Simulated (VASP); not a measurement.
VASP 6.6.1 run: PbO

INCAR

```
GGA = PE
LWAVE = .FALSE.
ISMEAR = -1
EDIFF = 1E-7
ISIF = 2
NELM = 54
IBRION = -1
NBANDS = 50
SIGMA = 0.02
LCHARG = .FALSE.
NSW = 0
PREC = Accurate
ENCUT = 700
LREAL = .FALSE.
LASPH = .TRUE.
```

KPOINTS

```
KPOINTS created by Atomic Simulation Environment
0
Gamma
8 8 8
0 0 0
```

POSCAR

```
Pb O
 1.0000000000000000
     3.2385079609999998    0.0000000000000000    0.0000000000000000
     0.0000000000000000    3.2385079609999998    0.0000000000000000
     0.0000000000000000    0.0000000000000000    3.2385079609999998
 Pb  O
   1   1
Cartesian
  0.0000000000000000  0.0000000000000000  0.0000000000000000
  1.6192539804999999  1.6192539804999999  1.6192539804999999
```

The recommended PBE PAW datasets give the neutral cell 20 valence electrons.

Command

```
mpirun -np 1 vasp_std
```

OSZICAR

```
N       E                     dE             d eps       ncg     rms          rms(c)
DAV:   1     0.226926131466E+03    0.22693E+03   -0.86405E+03  4082   0.599E+02
DAV:   2     0.177316490839E+02   -0.20919E+03   -0.18081E+03  3652   0.201E+02
DAV:   3    -0.112537706969E+02   -0.28985E+02   -0.28151E+02  4116   0.597E+01
DAV:   4    -0.120506271313E+02   -0.79686E+00   -0.79560E+00  4132   0.949E+00
DAV:   5    -0.120565111959E+02   -0.58841E-02   -0.58833E-02  4164   0.848E-01    0.857E+00
DAV:   6    -0.102120674178E+02    0.18444E+01   -0.93749E+00  4960   0.928E+00    0.575E+00
DAV:   7    -0.979568973102E+01    0.41638E+00   -0.16576E+00  4578   0.352E+00    0.136E+00
DAV:   8    -0.983310723327E+01   -0.37418E-01   -0.47907E-01  4634   0.326E+00    0.138E+00
DAV:   9    -0.975303203414E+01    0.80075E-01   -0.18082E-01  4778   0.177E+00    0.160E-01
DAV:  10    -0.975439950876E+01   -0.13675E-02   -0.67363E-03  4410   0.296E-01    0.174E-01
DAV:  11    -0.975340891568E+01    0.99059E-03   -0.29469E-03  5258   0.234E-01    0.229E-02
DAV:  12    -0.975341390954E+01   -0.49939E-05   -0.76290E-05  4066   0.300E-02    0.390E-03
DAV:  13    -0.975341432840E+01   -0.41886E-06   -0.98356E-07  4230   0.318E-03    0.180E-03
DAV:  14    -0.975341434438E+01   -0.15985E-07   -0.28810E-07  3992   0.245E-03
   1 F= -.97534143E+01 E0= -.97534139E+01  d E =-.847537E-06
```

Standard output (part)

```
POSCAR found type information on POSCAR PbO
 POSCAR found :  2 types and       2 ions
 LDA part: xc-table for (Slater+PW92), standard interpolation
 POSCAR, INCAR and KPOINTS ok, starting setup
 WAVECAR not read
 entering main loop
```

From OUTCAR

```
k-points           NKPTS =     35   k-points in BZ     NKDIM =     35   number of bands    NBANDS=     50

   NELECT =      20.0000    total number of electrons

   dimension x,y,z NGX =    28 NGY =   28 NGZ =   28
   dimension x,y,z NGXF=    56 NGYF=   56 NGZF=   56

  energy-cutoff  :      700.00
  volume of cell :       33.97
      direct lattice vectors                 reciprocal lattice vectors
     3.238507961  0.000000000  0.000000000     0.308784172  0.000000000  0.000000000
     0.000000000  3.238507961  0.000000000     0.000000000  0.308784172  0.000000000
     0.000000000  0.000000000  3.238507961     0.000000000  0.000000000  0.308784172

 k-points in reciprocal lattice and weights: KPOINTS created by Atomic Simulation Env
   0.00000000  0.00000000  0.00000000       0.002
   0.12500000  0.00000000  0.00000000       0.012
   0.25000000  0.00000000  0.00000000       0.012
   0.37500000  0.00000000  0.00000000       0.012
   0.50000000  0.00000000  0.00000000       0.006
   0.12500000  0.12500000  0.00000000       0.023
   0.25000000  0.12500000  0.00000000       0.047
   0.37500000  0.12500000  0.00000000       0.047
   ...

 E-fermi :   6.6254

 k-point     1 :       0.0000    0.0000    0.0000
  band No.  band energies     occupation
      1     -10.3548      2.00000
      2     -10.2539      2.00000
      3     -10.2539      2.00000
      4      -9.6499      2.00000
      5      -9.6499      2.00000
      6      -9.6499      2.00000
      7      -1.8048      2.00000
      8       4.9456      2.00000
      9       4.9456      2.00000
     10       4.9456      2.00000
     11      14.7657      0.00000
     12      14.7657      0.00000
     13      14.7657      0.00000
     14      16.1268      0.00000
     15      16.1268      0.00000
     16      22.9605      0.00000
     17      25.1211      0.00000
     18      25.1211      0.00000
     19      25.1211      0.00000
     20      29.1435      0.00000
     21      29.1435      0.00000
     22      29.1435      0.00000
     23      29.1883      0.00000
     24      29.1883      0.00000
     25      31.6853      0.00000
     26      31.6853      0.00000
     27      31.6853      0.00000
     28      33.6421      0.00000
     29      41.4152      0.00000
     30      42.9564      0.00000
     31      42.9564      0.00000
     32      42.9564      0.00000
     33      46.7627      0.00000
     34      46.7627      0.00000
     35      46.7627      0.00000
     36      51.2448      0.00000
     37      51.2448      0.00000
     38      51.2448      0.00000
     39      54.0716      0.00000
     40      54.0716      0.00000
     41      54.0716      0.00000
     42      54.6540      0.00000
     43      54.8401      0.00000
     44      54.8401      0.00000
     45      57.8476      0.00000
     46      64.6656      0.00000
     47      64.6657      0.00000
     48      64.6714      0.00000
     49      64.7443      0.00000
     50      64.7466      0.00000

 ...

  Total       -0.4359469     -0.4359469     -0.4359469     -0.0000000     -0.0000000      0.0000000
  in kB      -20.5640787    -20.5640787    -20.5640787     -0.0000000     -0.0000000      0.0000000
  external PRESSURE =     -20.5640787 kB  Pullay stress =       0.0000000 kB

 POSITION                                       TOTAL-FORCE (eV/Angst)
 -----------------------------------------------------------------------------------
      0.00000      0.00000      0.00000         0.000000      0.000000      0.000000
      1.61925      1.61925      1.61925         0.000000      0.000000      0.000000
 -----------------------------------------------------------------------------------
    total drift:                               -0.000000      0.000000      0.000000

  FREE ENERGIE OF THE ION-ELECTRON SYSTEM (eV)
  ---------------------------------------------------
  free  energy   TOTEN  =        -9.7534143444 eV

  energy  without entropy=       -9.7534134968  energy(sigma->0) =       -9.75341392
```

It converged. Results: gap between bands v and c on the k mesh 0.37 eV; least direct gap on the k mesh 0.67 eV; pressure -2.1 GPa. Band v is the last that the valence electrons fill when counted band by band, and c is the next.

For comparison, a separate PBE run of the intended cell, on usual settings and not on those above, gives a gap of 0.37 eV on its mesh and a pressure of -2.0 GPa.

The run above took about 27 s on one core of a shared host (Intel Xeon 6975P-C) and held 0.2 GiB at most.
